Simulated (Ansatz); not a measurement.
# GaSb: the cost of one run

Program: Ansatz 0.2.0. Level of theory: DFT PBE, scalar-relativistic, plane waves, PAW. These are calculated values, not measurements.

### 1 The starting structure

Symmetry: F-43m, No. 216, cubic system. The conventional cell has a = 6.137 Å, b = 6.137 Å, c = 6.137 Å, α = 90.00°, β = 90.00°, γ = 90.00°. Around Ga (site symmetry -43m) lie 4 Sb at 2.66 Å. Around Sb (site symmetry -43m) lie 4 Ga at 2.66 Å.

Coordinates:

```cif
data_structure
_symmetry_space_group_name_H-M 'F-43m'
_symmetry_Int_Tables_number 216
_cell_length_a 6.1372
_cell_length_b 6.1372
_cell_length_c 6.1372
_cell_angle_alpha 90.000
_cell_angle_beta 90.000
_cell_angle_gamma 90.000
_cell_volume 231.16
loop_
_atom_site_label
_atom_site_type_symbol
_atom_site_symmetry_multiplicity
_atom_site_Wyckoff_symbol
_atom_site_fract_x
_atom_site_fract_y
_atom_site_fract_z
_atom_site_occupancy
Ga1 Ga 4 a 0.00000 0.00000 0.00000 1
Sb1 Sb 4 c 0.25000 0.25000 0.25000 1
```

Source of the structure: the Materials Project (structure only).

(A quick probe on a coarse mesh, which set the mesh and smearing, is not shown.)

### 3 The relaxation

Contents of input.yaml:

```yaml
crystal:
  lattice:
    - [0.0, 3.068604316, 3.068604316]
    - [3.068604316, 0.0, 3.068604316]
    - [3.068604316, 3.068604316, 0.0]
  atoms:
    - { symbol: Ga, position: [0.0, 0.0, 0.0] }
    - { symbol: Sb, position: [0.75, 0.75, 0.75] }
basis:
  ecutwfc: 420
kpoints:
  mp_grid: { grid: [12, 12, 12] }
hamiltonian:
  xc: pbe
scf:
  occupations: { method: gaussian, width: 0.1 }
output:
  forces: true
  stress: true
  eigenvalues: true
  write_density: true
  write_potential: true
  elf: true
  volumetric_format: npy
relax:
  adjacent_minimum: "off"
  f_tol: 0.005
  max_steps: 80
  cell: { stress_tol: 0.05 }
```

On the command line:

```bash
$ ansatz run input.yaml --threads 1 --pin off --max-ram 2560MiB --backend cpu --events-out ev --progress --plain --runs-dir out
```

Q: Estimate wall time and peak memory on 1 thread of AMD EPYC 7R43 (Zen 3), shared host.

About 40 s, with a peak of 0.47 GiB.
